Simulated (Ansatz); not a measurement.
A computed series for KI: response to strain

Consider KI in the rock salt structure (space group Fm-3m, No. 225; a = 7.006 Å). Axes: x, y, z lie along the cube axes.

Strains are applied to the cell and any free atomic positions relax.

All numbers come from PBEsol in Ansatz (plane waves to 420 eV, PAW, spin-orbit coupling left out).

Notes on the quantities. energy relative to the base: free energy F.

| uniaxial strain ε_zz (%) | energy relative to the base (meV/atom) |
|---|---|
| -3 | 4.2 |
| -2.5 | 2.9 |
| -2 | ? |
| -1.5 | 1.0 |
| -1 | 0.4 |
| -0.5 | 0.1 |
| 0 | 0.0 |

Task: Fit ΔE = Aε² + Bε³ (ε in %) to the rows shown and predict the withheld row.

Result: Least squares on the printed values gives A = 0.420 and B = -0.016 meV/atom (largest residual 0.0 meV/atom); this predicts 1.8 meV/atom, and the run gives 1.8 meV/atom, in agreement.

Whether these cells are dynamically stable was not tested.

Ansatz is a program for electronic structure.
